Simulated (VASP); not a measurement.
# Te2Mo in VASP: further runs

One slab, Te2Mo, is run at these levels: LDA; tasks: single point.

Everything below comes from runs of VASP 6.6.1. Logs are shortened: lines on timing, memory, paths and dates and some standing lists are left out, and cuts for length are marked.

### 1 The cell of the first run

The cell holds a slab with vacuum, 3 atoms: a = 3.560 Å, b = 3.560 Å, c = 17.174 Å, α = 90.00°, β = 90.00°, γ = 120.00°.

### 2 Single point, LDA (strain -0.0200 x Voigt [0, 0, 1, 0, 0, 0], atoms carried along)

INCAR reads:

```
PREC = Accurate
ENCUT = 520
EDIFF = 1E-7
ISMEAR = 0
SIGMA = 0.05
LREAL = F
LASPH = T
NELM = 100
ALGO = Normal
ISIF = 2
LWAVE = F
LCHARG = F
NBANDS = 20
```

KPOINTS reads:

```
Automatic mesh
0
Gamma
  9 9 2
```

POSCAR reads:

```
Te2Mo
1.0
    3.5602328140      0.0000000000      0.0000000000
   -1.7801164070      3.0832520603      0.0000000000
    0.0000000000      0.0000000000     17.1735766636
Te Mo
2 1
Direct
    0.3333333333      0.6666666667      0.8978554500
    0.3333333333      0.6666666667      0.1021445500
    0.0000000000      0.0000000000      0.0000000000
```

Potentials or basis: VASP PAW LDA potentials, release 64 (Te, Mo_sv).

Run with:

```bash
cat potpaw_LDA.64/Te/POTCAR potpaw_LDA.64/Mo_sv/POTCAR > POTCAR
mpirun -np 1 vasp_std > vasp.out
```

OUTCAR:

```text
PREC = Accurate
   ENCUT = 520
   EDIFF = 1E-7
   ISMEAR = 0
   LREAL = F
   LASPH = T
   NELM = 100
   ISIF = 2

 ion  position               nearest neighbor table
   1  0.333  0.667  0.898-   3 2.70   3 2.70   3 2.70   2 3.51
   2  0.333  0.667  0.102-   3 2.70   3 2.70   3 2.70   1 3.51
   3  0.000  0.000  0.000-   1 2.70   2 2.70   1 2.70   2 2.70   1 2.70   2 2.70

  LATTYP: Found a hexagonal cell.
 ALAT       =     3.5602328140
 C/A-ratio  =     4.8237229307

  Lattice vectors:

 A1 = (   3.5602328140,   0.0000000000,   0.0000000000)
 A2 = (  -1.7801164070,   3.0832520603,   0.0000000000)
 A3 = (   0.0000000000,   0.0000000000,  17.1735766636)

Analysis of symmetry for initial positions (statically):
=====================================================================
 Subroutine PRICEL returns:
 Original cell was already a primitive cell.

 Routine SETGRP: Setting up the symmetry group for a
 hexagonal supercell.

 Subroutine GETGRP returns: Found 12 space group operations
 (whereof 12 operations were pure point group operations)
 out of a pool of 24 trial point group operations.

The static configuration has the point symmetry D_3h.

Analysis of symmetry for dynamics (positions and initial velocities):
=====================================================================
 Subroutine PRICEL returns:
 Original cell was already a primitive cell.

 Routine SETGRP: Setting up the symmetry group for a
 hexagonal supercell.

 Subroutine GETGRP returns: Found 12 space group operations
 (whereof 12 operations were pure point group operations)
 out of a pool of 24 trial point group operations.

The dynamic configuration has the point symmetry D_3h.

 Subroutine INISYM returns: Found 12 space group operations
 (whereof 12 operations are pure point group operations),
 and found     1 'primitive' translations

----------------------------------------------------------------------------------------

                                     Primitive cell

  volume of cell :     188.5160

  direct lattice vectors                    reciprocal lattice vectors
     3.560232814  0.000000000  0.000000000     0.280880508  0.162166437  0.000000000
    -1.780116407  3.083252060  0.000000000     0.000000000  0.324332873  0.000000000
     0.000000000  0.000000000 17.173576664     0.000000000  0.000000000  0.058228989

  length of vectors
     3.560232814  3.560232814 17.173576664     0.324332873  0.324332873  0.058228989

[... 80 lines left out ...]
   NELM   =    100;   NELMIN=  2; NELMDL= -5     # of ELM steps
   EDIFF  = 0.1E-06   stopping-criterion for ELM
   LREAL  =      F    real-space projection
   EDIFFG = 0.1E-05   stopping-criterion for IOM
   NSW    =      0    number of steps for IOM
   IBRION =     -1    ionic relax: 0-MD 1-quasi-New 2-CG
   NFREE  =      0    steps in history (QN), initial steepest desc. (CG)
   ISIF   =      2    stress and relaxation
   ISYM   =      2    0-nonsym 1-usesym 2-fastsym
   POTIM  = 0.5000    time-step for ionic-motion
   TEBEG  =    0.0;   TEEND  =   0.0 temperature during run
   PSTRESS=    0.0 pullay stress
   NELECT =      26.0000    total number of electrons
   NUPDOWN=      -1.0000    fix difference up-down
   EMIN   =  10.00;   EMAX   =-10.00  energy-range for DOS
   EFERMI =   0.00;   METHOD = LEGACY
   ISMEAR =     0;   SIGMA  =   0.05  broadening in eV -4-tet -1-fermi 0-gaus
   EFERMI_NEDOS =   21; number of points for ismear=-14 and -15
   IALGO  =     38    algorithm
   IMIX   =      4    mixing-type and parameters
     AMIX     =   0.40;   BMIX     =  1.00
     AMIX_MAG =   1.60;   BMIX_MAG =  1.00
  volume/ion in A,a.u.               =      62.84       424.06
  Fermi-wavevector in a.u.,A,eV,Ry     =   0.845830  1.598387  9.734000  0.715429
  Thomas-Fermi vector in A             =   1.961081
   LORBIT       =      0    0 simple, 1 ext, 2 COOP (PROOUT), +10 PAW based schemes
   GGA     = CA    functional components
   LHFCALC =     F    Hartree Fock is set to
   AEXX    =    0.0000 exact exchange contribution
   IVDW    =     0    specifies the selected vdW correction
   LEPSILON=     F    determine dielectric tensor
   LRPA    =     F    only Hartree local field effects (RPA)
 non-spin polarized calculation
 Gauss-broadening in eV      SIGMA  =   0.05
  energy-cutoff  :      520.00
  volume of cell :      188.52
 maximum number of plane-waves:      5133
 NGX is ok and might be reduce to    28
   NGX = 13   NGY = 13   NGZ = 63

 number of electron      26.0000000 magnetization

 Free energy of the ion-electron system (eV)
  ---------------------------------------------------
  ext. energy  EPLUGINS =         0.00000000
  ---------------------------------------------------
  free energy    TOTEN  =       -20.42100646 eV

  energy without entropy =      -20.42100646  energy(sigma->0) =      -20.42100646

 E-fermi :   0.1201     XC(G=0):  -4.8968

 val. band max:       -0.0989327992   @ k =   0.3333   0.3333   0.0000
 cond. band min:       0.9036094789   @ k =   0.3333   0.3333   0.5000
 fundamental gap:      1.0025422781
 Fermi energy:         0.1201159702

 k-point     1 :       0.0000    0.0000    0.0000
  band No.  band energies     occupation
      1     -60.3447      2.00000
      2     -34.6849      2.00000
      3     -34.5910      2.00000
      4     -34.5910      2.00000
      5     -12.6816      2.00000
      6     -11.5996      2.00000
[... 541 lines left out ...]
     19       5.2123      0.00000
     20       7.3445      0.00000

------------------------ aborting loop because EDIFF is reached ----------------------------------------

  FORCE on cell =-STRESS in cart. coord.  units (eV):
  Direction    XX          YY          ZZ          XY          YZ          ZX
  --------------------------------------------------------------------------------------
  -------------------------------------------------------------------------------------
  Total       -1.7245455     -1.7245455      0.4667257      0.0000000      0.0000000      0.0000000
  in kB      -14.6567293    -14.6567293      3.9666525      0.0000000      0.0000000      0.0000000
  external PRESSURE =      -8.4489354 kB  Pullay stress =       0.0000000 kB

 VOLUME and BASIS-vectors are now :
 -----------------------------------------------------------------------------
  energy-cutoff  :      520.00
  volume of cell :      188.52
      direct lattice vectors                 reciprocal lattice vectors
     3.560232814  0.000000000  0.000000000     0.280880508  0.162166437  0.000000000
    -1.780116407  3.083252060  0.000000000     0.000000000  0.324332873  0.000000000
     0.000000000  0.000000000 17.173576664     0.000000000  0.000000000  0.058228989

 POSITION                                       TOTAL-FORCE (eV/Angst)
 -----------------------------------------------------------------------------------
     -0.00000      2.05550     15.41939         0.000000     -0.000000     -0.136682
     -0.00000      2.05550      1.75419         0.000000     -0.000000      0.136682
      0.00000      0.00000      0.00000        -0.000000      0.000000     -0.000000
 -----------------------------------------------------------------------------------
    total drift:                                0.000000     -0.000000     -0.000000

  FREE ENERGIE OF THE ION-ELECTRON SYSTEM (eV)
  ---------------------------------------------------
  free  energy   TOTEN  =       -20.4210064588 eV

  energy  without entropy=      -20.4210064588  energy(sigma->0) =      -20.42100646
```

Wall time 77 s (1 thread of Intel Xeon Platinum 8559C (Emerald Rapids), shared host); peak memory 0.28 GiB.

What came out:

| Quantity | Value |
| --- | --- |
| Free energy | -20.4210 eV |
| Largest force | 0.137 eV/Å |
| Band gap on the k mesh | 1.00 eV, direct |

Forces on the atoms (eV/Å):
```
Te   0.000  0.000 -0.137
Te   0.000  0.000  0.137
Mo   0.000  0.000  0.000
```

Levels at points of the mesh, in eV from the valence-band top:
```csv
k point,band 9,band 10,band 11,band 12,band 13,band 14,band 15,band 16,band 17,band 18
"(0.00, 0.00, 0.00)",-1.80,-1.46,-0.95,-0.95,-0.26,3.13,3.13,3.47,3.47,4.47
"(0.00, 0.00, 0.50)",-1.80,-1.46,-0.95,-0.95,-0.26,3.13,3.13,3.47,3.47,4.58
```

Caveat: spin-orbit coupling is left out, which moves the levels of the heavy elements.

### 3 Single point, LDA (strain -0.0400 x Voigt [0, 0, 1, 0, 0, 0], atoms carried along)

INCAR reads:

```
SYSTEM = Te2Mo
  PREC = Accurate
  ENCUT = 520
  EDIFF = 1E-6
  ISMEAR = 0
  SIGMA = 0.05
  LREAL = .FALSE.
  LASPH = .TRUE.
  NELM = 100
  ALGO = Normal
  ISIF = 2
  LWAVE = .FALSE.
  LCHARG = .TRUE.
  GGA = CA
  LELF = .TRUE.
  LVHAR = .TRUE.
  NBANDS = 20
```

KPOINTS reads:

```
regular mesh
0
G
  9 9 2
  0 0 0
```

Edit POSCAR of step 2 so:

```diff
@@ -4,3 +4,3 @@
    -1.7801164070      3.0832520603      0.0000000000
-    0.0000000000      0.0000000000     17.1735766636
+    0.0000000000      0.0000000000     16.8230955072
 Te Mo
```

Potentials or basis: VASP PAW LDA potentials, release 64 (Te, Mo_sv).

Run with:

```bash
cat potpaw_LDA.64/Te/POTCAR potpaw_LDA.64/Mo_sv/POTCAR > POTCAR
mpirun -np 1 vasp_std > vasp.out
```

Run time: 83 s. Hardware: 1 thread of Intel Xeon Platinum 8559C (Emerald Rapids), shared host; peak memory 0.29 GiB.

The run converged. Its results:

```
Free energy            : -20.3916 eV
Largest force          : 0.696 eV/Å
Band gap on the k mesh : 0.96 eV, direct
```

Forces on the atoms (eV/Å):
```
Te   0.000  0.000 -0.696
Te   0.000  0.000  0.696
Mo   0.000  0.000  0.000
```

Levels at points of the mesh, in eV from the valence-band top:
| k point | band 11 | band 12 | band 13 | band 14 | band 15 | band 16 |
| --- | --- | --- | --- | --- | --- | --- |
| (0.00, 0.00, 0.00) | -1.00 | -1.00 | -0.14 | 3.21 | 3.21 | 3.60 |
| (0.00, 0.00, 0.50) | -1.00 | -1.00 | -0.14 | 3.21 | 3.21 | 3.60 |

Caveat: spin-orbit coupling is left out, which moves the levels of the heavy elements.

### 4 Single point, LDA (strain -0.0300 x Voigt [0, 0, 1, 0, 0, 0], atoms carried along)

INCAR reads:

```
SYSTEM = Te2Mo
PREC = Accurate ; ENCUT = 520
EDIFF = 1E-6 ; ISMEAR = 0
SIGMA = 0.05 ; LREAL = .FALSE.
LASPH = .TRUE. ; NELM = 100
ALGO = Fast ; ISIF = 2
LWAVE = .FALSE. ; LCHARG = .FALSE.
GGA = CA ; NBANDS = 20
```

KPOINTS reads:

```
Automatic mesh
0
G
  9 9 2
  0 0 0
```

Edit POSCAR of step 3 so:

```diff
@@ -4,3 +4,3 @@
    -1.7801164070      3.0832520603      0.0000000000
-    0.0000000000      0.0000000000     16.8230955072
+    0.0000000000      0.0000000000     16.9983360854
 Te Mo
```

Run with:

```bash
cat potpaw_LDA.64/Te/POTCAR potpaw_LDA.64/Mo_sv/POTCAR > POTCAR
mpirun -np 1 vasp_std > vasp.out
```

Wall time 79 s (1 thread of Intel Xeon Platinum 8559C (Emerald Rapids), shared host); peak memory 0.28 GiB.

It converged, with:

| Quantity | Value |
| --- | --- |
| Free energy | -20.4113 eV |
| Largest force | 0.410 eV/Å |
| Band gap on the k mesh | 0.98 eV, direct |

Forces in eV/Å, atoms in the order of the input:
```
Te   0.000  0.000 -0.410
Te   0.000  0.000  0.410
Mo   0.000  0.000  0.000
```

Levels at points of the mesh, in eV from the valence-band top:
```tsv
k point	band 10	band 11	band 12	band 13	band 14	band 15	band 16	band 17
(0.00, 0.00, 0.00)	-1.38	-0.97	-0.97	-0.20	3.17	3.17	3.53	3.53
(0.00, 0.00, 0.50)	-1.38	-0.97	-0.97	-0.20	3.17	3.17	3.53	3.53
```

Caveat: spin-orbit coupling is left out, which moves the levels of the heavy elements.

### 5 Single point, LDA (strain +0.0200 x Voigt [0, 0, 1, 0, 0, 0], atoms carried along)

INCAR reads:

```
PREC     = Accurate       # precision mode
ENCUT    = 520            # plane-wave cutoff, eV
EDIFF    = 1E-7           # SCF threshold, eV
ISMEAR   = 0              # smearing method
SIGMA    = 0.05           # smearing width, eV
LREAL    = False          # projectors in reciprocal space
LASPH    = True           # aspherical terms in the spheres
NELM     = 100            # most SCF steps
ALGO     = Normal         # electronic algorithm
ISIF     = 2              # what is computed and relaxed
LWAVE    = False          # write WAVECAR
LCHARG   = True           # write CHGCAR
GGA      = CA             # functional
LELF     = True           # ELF
LVHAR    = True         
NBANDS   = 20             # bands
```

KPOINTS reads:

```
Automatic mesh
0
Gamma
  9 9 2
```

Edit POSCAR of step 4 so:

```diff
@@ -4,3 +4,3 @@
    -1.7801164070      3.0832520603      0.0000000000
-    0.0000000000      0.0000000000     16.9983360854
+    0.0000000000      0.0000000000     17.8745389764
 Te Mo
```

Run with:

```bash
cat potpaw_LDA.64/Te/POTCAR potpaw_LDA.64/Mo_sv/POTCAR > POTCAR
mpirun -np 1 vasp_std > vasp.out
```

Run time: 1.8 min. Hardware: 1 thread of Intel Xeon Platinum 8559C (Emerald Rapids), shared host; peak memory 0.29 GiB.

The run converged. Its results:

| Item | Value |
| --- | --- |
| Free energy | -20.3691 eV |
| Largest force | 0.828 eV/Å |
| Band gap on the k mesh | 1.08 eV, direct |

Forces on the atoms (eV/Å):
```
Te   0.000  0.000  0.828
Te   0.000  0.000 -0.828
Mo   0.000  0.000  0.000
```

Levels at points of the mesh, in eV from the valence-band top:
| k point | band 11 | band 12 | band 13 | band 14 | band 15 | band 16 |
| --- | --- | --- | --- | --- | --- | --- |
| (0.00, 0.00, 0.00) | -0.83 | -0.83 | -0.47 | 3.00 | 3.00 | 3.25 |
| (0.00, 0.00, 0.50) | -0.83 | -0.83 | -0.47 | 3.00 | 3.00 | 3.25 |

Caveat: spin-orbit coupling is left out, which moves the levels of the heavy elements.

### 6 Overview

```tsv
cell	gap on the mesh (eV)	largest force (eV/Å)
strain -0.0200 x Voigt [0, 0, 1, 0, 0, 0], atoms carried along	1.00	0.14
strain -0.0400 x Voigt [0, 0, 1, 0, 0, 0], atoms carried along	0.96	0.70
strain -0.0300 x Voigt [0, 0, 1, 0, 0, 0], atoms carried along	0.98	0.41
strain +0.0200 x Voigt [0, 0, 1, 0, 0, 0], atoms carried along	1.08	0.83
```

Alike in all rows: task single point; level LDA; potentials or basis VASP PAW LDA potentials, release 64 (Te, Mo_sv); no spin polarisation; k mesh 9 × 9 × 2; cutoff (eV) 520; smearing gaussian 0.05 eV.

Caveats: spin-orbit coupling is left out, which moves the levels of the heavy elements.

Total energies depend on the potentials used, so only differences within one code and one set of settings carry meaning.
